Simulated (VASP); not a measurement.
# Os (Fd-3m) in VASP: a series of runs, part 2 of 2

VASP 6.6.1.

**3. Relaxation of cell and atoms, r2SCAN**

This run uses another cell than the first one, of 16.14 Å³/atom, 0.769 times its volume.

File POSCAR:

```
Os
1.0
    0.0000000000      2.5271650258      2.5271650258
    2.5271650258      0.0000000000      2.5271650258
    2.5271650258      2.5271650258      0.0000000000
Os
2
Direct
    0.5000000000      0.5000000000      0.5000000000
    0.7500000000      0.7500000000      0.7500000000
```

File INCAR.step1:

```
SYSTEM = Os
PREC     = Accurate       ! precision mode
ENCUT    = 600            ! plane-wave cutoff, eV
ISMEAR   = 0              ! smearing method
SIGMA    = 0.1            ! smearing width, eV
LREAL    = .False.        ! projectors in reciprocal space
LASPH    = .True.         ! aspherical terms in the spheres
NELM     = 100            ! most SCF steps
GGA      = PE             ! functional
ALGO     = Normal         ! electronic algorithm
EDIFF    = 1E-4           ! SCF threshold, eV
LWAVE    = .True.         ! write WAVECAR
LCHARG   = .False.        ! write CHGCAR
```

File INCAR.step2:

```
SYSTEM = Os
PREC     = Accurate       ! precision mode
ENCUT    = 600            ! plane-wave cutoff, eV
EDIFF    = 1E-6           ! SCF threshold, eV
ISMEAR   = 0              ! smearing method
SIGMA    = 0.1            ! smearing width, eV
LREAL    = .False.        ! projectors in reciprocal space
LASPH    = .True.         ! aspherical terms in the spheres
NELM     = 100            ! most SCF steps
ALGO     = Normal         ! electronic algorithm
ISIF     = 3              ! what is computed and relaxed
LWAVE    = .False.        ! write WAVECAR
LCHARG   = .False.        ! write CHGCAR
METAGGA  = R2SCAN         ! meta-GGA
LMIXTAU  = .True.       
IBRION   = 2              ! ionic algorithm
NSW      = 90             ! ionic steps
EDIFFG   = -0.04          ! ionic threshold
ISTART   = 1
```

File KPOINTS:

```
regular mesh
0
Gamma
  6 6 6
  0 0 0
```

Potentials or basis: VASP PAW PBE potentials, release 64 (Os).

Command:

```sh
$ cat potpaw_PBE.64/Os/POTCAR > POTCAR
$ cp INCAR.step1 INCAR
$ mpirun -np 1 vasp_std > vasp.out
$ cp INCAR.step2 INCAR
$ mpirun -np 1 vasp_std > vasp.out
```

OUTCAR:

```text
SYSTEM = Os
   PREC = Accurate
   ENCUT = 600
   EDIFF = 1E-6
   ISMEAR = 0
   LREAL = .False.
   LASPH = .True.
   NELM = 100
   ISIF = 3
   METAGGA = R2SCAN
   IBRION = 2
   NSW = 90
   EDIFFG = -0.04
   ISTART = 1

 ion  position               nearest neighbor table
   1  0.500  0.500  0.500-   2 2.19   2 2.19   2 2.19   2 2.19
   2  0.750  0.750  0.750-   1 2.19   1 2.19   1 2.19   1 2.19

  LATTYP: Found a face centered cubic cell.
 ALAT       =     5.0543300516

  Lattice vectors:

 A1 = (   0.0000000000,   2.5271650258,   2.5271650258)
 A2 = (   2.5271650258,   0.0000000000,   2.5271650258)
 A3 = (   2.5271650258,   2.5271650258,   0.0000000000)

Analysis of symmetry for initial positions (statically):
=====================================================================
 Subroutine PRICEL returns:
 Original cell was already a primitive cell.

 Routine SETGRP: Setting up the symmetry group for a
 face centered cubic supercell.

 Subroutine GETGRP returns: Found 48 space group operations
 (whereof 24 operations were pure point group operations)
 out of a pool of 48 trial point group operations.

The static configuration has the point symmetry T_d .
 The point group associated with its full space group is O_h .

Analysis of symmetry for dynamics (positions and initial velocities):
=====================================================================
 Subroutine PRICEL returns:
 Original cell was already a primitive cell.

 Routine SETGRP: Setting up the symmetry group for a
 face centered cubic supercell.

 Subroutine GETGRP returns: Found 48 space group operations
 (whereof 24 operations were pure point group operations)
 out of a pool of 48 trial point group operations.

The dynamic configuration has the point symmetry T_d .
 The point group associated with its full space group is O_h .

 Subroutine INISYM returns: Found 48 space group operations
 (whereof 24 operations are pure point group operations),
 and found     1 'primitive' translations

----------------------------------------------------------------------------------------

                                     Primitive cell

  volume of cell :      32.2798

  direct lattice vectors                    reciprocal lattice vectors
     0.000000000  2.527165026  2.527165026    -0.197850158  0.197850158  0.197850158
     2.527165026  0.000000000  2.527165026     0.197850158 -0.197850158  0.197850158
     2.527165026  2.527165026  0.000000000     0.197850158  0.197850158 -0.197850158

  length of vectors
     3.573951054  3.573951054  3.573951054     0.342686526  0.342686526  0.342686526

  position of ions in fractional coordinates (direct lattice)
     0.500000000  0.500000000  0.500000000
     0.750000000  0.750000000  0.750000000

  ion indices of the primitive-cell ions
   primitive index   ion index
                 1           1
                 2           2

----------------------------------------------------------------------------------------

 KPOINTS: regular mesh

Automatic generation of k-mesh.
 Grid dimensions read from file:
 generate k-points for:    6    6    6

 Generating k-lattice:

  Cartesian coordinates                     Fractional coordinates (reciprocal lattice)
    -0.032975026  0.032975026  0.032975026     0.166666667  0.000000000  0.000000000
     0.032975026 -0.032975026  0.032975026     0.000000000  0.166666667  0.000000000
     0.032975026  0.032975026 -0.032975026     0.000000000  0.000000000  0.166666667

  Length of vectors
     0.057114421  0.057114421  0.057114421

  Shift w.r.t. Gamma in fractional coordinates (k-lattice)
     0.000000000  0.000000000  0.000000000

 Subroutine IBZKPT returns following result:
 ===========================================

 Found     16 irreducible k-points:

 Following reciprocal coordinates:
            Coordinates               Weight
  0.000000  0.000000  0.000000      1.000000
  0.166667  0.000000  0.000000      8.000000
  0.333333  0.000000  0.000000      8.000000
  0.500000  0.000000  0.000000      4.000000
  0.166667  0.166667  0.000000      6.000000
  0.333333  0.166667  0.000000     24.000000
[... 8 lines left out ...]
 -0.333333  0.333333  0.166667     24.000000
 -0.333333  0.500000  0.166667     12.000000
   k-points           NKPTS =     16   k-points in BZ     NKDIM =     16   number of bands    NBANDS=     12
   number of dos      NEDOS =    301   number of ions     NIONS =      2
   total plane-waves  NPLWV =  27000
   dimension x,y,z NGX =    30 NGY =   30 NGZ =   30
   dimension x,y,z NGXF=    60 NGYF=   60 NGZF=   60
   ions per type =               2
   NGX,Y,Z   is equivalent  to a cutoff of  13.95, 13.95, 13.95 a.u.
   NGXF,Y,Z  is equivalent  to a cutoff of  27.91, 27.91, 27.91 a.u.
 SYSTEM =  Os
   PREC   = accura    normal or accurate (medium, high low for compatibility)
   ISTART =      1    job   : 0-new  1-cont  2-samecut
   ICHARG =      0    charge: 1-file 2-atom 10-const
   ISPIN  =      1    spin polarized calculation?
   LNONCOLLINEAR =      F non collinear calculations
   LSORBIT =      F    spin-orbit coupling
   LASPH  =      T    aspherical Exc in radial PAW
   ENCUT  =  600.0 eV  44.10 Ry    6.64 a.u.   7.14  7.14  7.14*2*pi/ulx,y,z
   NELM   =    100;   NELMIN=  2; NELMDL=  0     # of ELM steps
   EDIFF  = 0.1E-05   stopping-criterion for ELM
   LREAL  =      F    real-space projection
   EDIFFG = -.4E-01   stopping-criterion for IOM
   NSW    =     90    number of steps for IOM
   IBRION =      2    ionic relax: 0-MD 1-quasi-New 2-CG
   NFREE  =      1    steps in history (QN), initial steepest desc. (CG)
   ISIF   =      3    stress and relaxation
   ISYM   =      2    0-nonsym 1-usesym 2-fastsym
   POTIM  = 0.5000    time-step for ionic-motion
   TEBEG  =    0.0;   TEEND  =   0.0 temperature during run
   PSTRESS=    0.0 pullay stress
   NELECT =      16.0000    total number of electrons
   NUPDOWN=      -1.0000    fix difference up-down
   EMIN   =  10.00;   EMAX   =-10.00  energy-range for DOS
   EFERMI =   0.00;   METHOD = LEGACY
   ISMEAR =     0;   SIGMA  =   0.10  broadening in eV -4-tet -1-fermi 0-gaus
   EFERMI_NEDOS =   21; number of points for ismear=-14 and -15
   IALGO  =     38    algorithm
   IMIX   =      4    mixing-type and parameters
     AMIX     =   0.40;   BMIX     =  1.00
     AMIX_MAG =   1.60;   BMIX_MAG =  1.00
  volume/ion in A,a.u.               =      16.14       108.92
  Fermi-wavevector in a.u.,A,eV,Ry     =   1.295601  2.448331 22.838489  1.678582
  Thomas-Fermi vector in A             =   2.427110
   LORBIT       =      0    0 simple, 1 ext, 2 COOP (PROOUT), +10 PAW based schemes
   METAGGA = R2SCAN    functional components
   LHFCALC =     F    Hartree Fock is set to
   AEXX    =    0.0000 exact exchange contribution
   IVDW    =     0    specifies the selected vdW correction
   LEPSILON=     F    determine dielectric tensor
   LRPA    =     F    only Hartree local field effects (RPA)
 conjugate gradient relaxation of ions
 non-spin polarized calculation
 Gauss-broadening in eV      SIGMA  =   0.10
  energy-cutoff  :      600.00
  volume of cell :       32.28
 maximum number of plane-waves:      1090
 NGX is ok and might be reduce to    30
   NGX = 15   NGY = 15   NGZ = 15

--------------------------------------- Ionic step        1  -------------------------------------------

 number of electron      16.0000000 magnetization

 Free energy of the ion-electron system (eV)
  ---------------------------------------------------
  ext. energy  EPLUGINS =         0.00000000
  ---------------------------------------------------
  free energy    TOTEN  =      -101.19585563 eV

  energy without entropy =     -101.18838979  energy(sigma->0) =     -101.19212271

------------------------ aborting loop because EDIFF is reached ----------------------------------------

  FORCE on cell =-STRESS in cart. coord.  units (eV):
  Direction    XX          YY          ZZ          XY          YZ          ZX
  --------------------------------------------------------------------------------------
  -------------------------------------------------------------------------------------
  Total       19.8497660     19.8497660     19.8497660     -0.0000000     -0.0000000      0.0000000
  in kB      985.2244263    985.2244263    985.2244263     -0.0000000     -0.0000000      0.0000000
  external PRESSURE =     985.2244263 kB  Pullay stress =       0.0000000 kB
[... 942 lines left out ...]
  energy  without entropy=     -103.5148296605  energy(sigma->0) =     -103.52003409

--------------------------------------- Ionic step        7  -------------------------------------------

 number of electron      16.0000000 magnetization

 Free energy of the ion-electron system (eV)
  ---------------------------------------------------
  ext. energy  EPLUGINS =         0.00000000
  ---------------------------------------------------
  free energy    TOTEN  =      -103.52623476 eV

  energy without entropy =     -103.51579262  energy(sigma->0) =     -103.52101369

 E-fermi :   4.5225     XC(G=0): -12.1901

 val. band max:        4.3231199328   @ k =   0.5000   0.3333   0.1667
 cond. band min:       4.5709108175   @ k =   0.5000   0.1667   0.0000
 fundamental gap:      0.2477908847
 Fermi energy:         4.5224840975

 k-point     1 :       0.0000    0.0000    0.0000
  band No.  band energies     occupation
      1      -3.4915      2.00000
      2      -0.0349      2.00000
      3      -0.0349      2.00000
      4       0.6353      2.00000
      5       0.6353      2.00000
      6       0.6353      2.00000
      7       3.9358      2.00000
      8       3.9358      2.00000
      9       3.9358      2.00000
     10       7.2296      0.00000
     11       7.2296      0.00000
     12      16.6330      0.00000
[... 252 lines left out ...]
  FREE ENERGIE OF THE ION-ELECTRON SYSTEM (eV)
  ---------------------------------------------------
  free  energy   TOTEN  =      -103.5262347641 eV

  energy  without entropy=     -103.5157926165  energy(sigma->0) =     -103.52101369

 reached required accuracy - stopping structural energy minimisation
```

Run time: 3.9 min. Hardware: 1 thread of Intel Xeon 6975P-C (Granite Rapids), shared host; peak memory 0.19 GiB.

Results:

```yaml
Free_energy: -103.5262 eV
Relaxed_volume: 20.89 Å³/atom
Relaxed_cell: a = 3.895 Å, b = 3.895 Å, c = 3.895 Å, α = 60.00°, β = 60.00°, γ = 60.00°
Space_group_after_relaxing_to_0.05_Å: Fd-3m (No. 227)
Energy_gained_by_relaxing: 1165.2 meV/atom
Ionic_steps: 7
Pressure_after_relaxing: 0.0 GPa
Band_gap_on_the_k_mesh: none (metal or under the smearing width)
```

Step by step:
| step | energy change (eV) | largest force (eV/Å) | pressure (GPa) | volume (Å³) |
| --- | --- | --- | --- | --- |
| 1 | 0.0000 | 0.0000 | 98.52 | 32.28 |
| 2 | 8.2407 | 0.0000 | -20.19 | 104.39 |
| 3 | 2.3059 | 0.0000 | -33.23 | 68.96 |
| 4 | -1.3069 | 0.0000 | -28.11 | 51.35 |
| 5 | -2.3224 | 0.0000 | 3.80 | 41.08 |
| 6 | -2.3294 | 0.0000 | -1.28 | 42.02 |
| 7 | -2.3304 | 0.0000 | -0.01 | 41.77 |

Final structure:
```xyz
2
Lattice="0.0000 2.7540 2.7540 2.7540 0.0000 2.7540 2.7540 2.7540 0.0000" Properties=species:S:1:pos:R:3 pbc="T T T"
Os    2.7540    2.7540    2.7540
Os    4.1310    4.1310    4.1310
```

Levels at points of the mesh, in eV from the Fermi level:
```tsv
k point	band 5	band 6	band 7	band 8	band 9	band 10	band 11	band 12
(0.00, 0.00, 0.00)	-3.89	-3.89	-0.59	-0.59	-0.59	2.71	2.71	12.11
(0.50, 0.00, 0.00)	-4.13	-4.13	-1.58	0.35	0.35	1.97	1.97	3.11
(0.50, 0.50, 0.00)	-3.03	-3.03	-1.43	-1.43	2.37	2.37	3.66	3.66
```

Caveat: the volume moved by over 15 % at a fixed basis, so the end points are rough; the PAW data sets were made with another functional, which shifts forces and pressure a little.

**4. Single point, r2SCAN**

This run uses another cell than the first one, of 16.14 Å³/atom, 0.769 times its volume.

POSCAR is that of step 3.

File INCAR.step1:

```
ALGO = Normal
EDIFF = 1E-4
ENCUT = 520
GGA = PE
ISMEAR = 0
LASPH = T
LCHARG = F
LREAL = F
LWAVE = T
NBANDS = 15
NELM = 100
PREC = Accurate
SIGMA = 0.1
```

File INCAR.step2:

```
ALGO = Normal
EDIFF = 1E-7
ENCUT = 520
ISIF = 2
ISMEAR = 0
ISTART = 1
LASPH = T
LCHARG = F
LMIXTAU = T
LREAL = F
LWAVE = F
METAGGA = R2SCAN
NBANDS = 15
NELM = 100
PREC = Accurate
SIGMA = 0.1
```

File KPOINTS:

```
k-points
0
Gamma
  6 6 6
```

Command:

```sh
$ cat potpaw_PBE.64/Os/POTCAR > POTCAR
$ cp INCAR.step1 INCAR
$ mpirun -np 1 vasp_std > vasp.out
$ cp INCAR.step2 INCAR
$ mpirun -np 1 vasp_std > vasp.out
```

It took 28 s on 1 thread of Intel Xeon 6975P-C (Granite Rapids), shared host; peak memory 0.16 GiB.

Results (log left out):

| Quantity | Value |
| --- | --- |
| Free energy | -101.1979 eV |
| Pressure | 98.5 GPa |
| Band gap on the k mesh | none (metal or under the smearing width) |

Levels at points of the mesh, in eV from the Fermi level:
```tsv
k point	band 6	band 7	band 8	band 9	band 10	band 11
(0.00, 0.00, 0.00)	-4.91	-0.72	-0.72	-0.72	4.16	4.16
(0.50, 0.00, 0.00)	-5.47	-1.84	0.79	0.79	2.92	2.92
(0.50, 0.50, 0.00)	-3.08	-2.10	-2.10	3.40	3.40	4.87
```

Caveat: a pressure of tens of GPa on the cell as given is suspect, and the run, the potentials or the cell itself is likely at fault; the PAW data sets were made with another functional, which shifts forces and pressure a little.

**5. Summary**

| task | cell | cutoff (eV) | gap on the mesh (eV) | pressure (GPa) |
| --- | --- | --- | --- | --- |
| single point | Fd-3m, 20.99 Å³/atom | 520 | none | -1.1 |
| relaxation of cell and atoms | relaxed | 600 | none | 0.0 |
| single point | Fd-3m, 16.14 Å³/atom | 520 | none | 98.5 |

Alike in all rows: level r2SCAN; potentials or basis VASP PAW PBE potentials, release 64 (Os); no spin polarisation; k mesh 6 × 6 × 6; smearing gaussian 0.1 eV.

Caveats: the PAW data sets were made with another functional, which shifts forces and pressure a little; the volume moved by over 15 % at a fixed basis, so the end points are rough (some runs); a pressure of tens of GPa on the cell as given is suspect, and the run, the potentials or the cell itself is likely at fault (some runs).

Absolute energies hang on the potentials; compare differences alone.
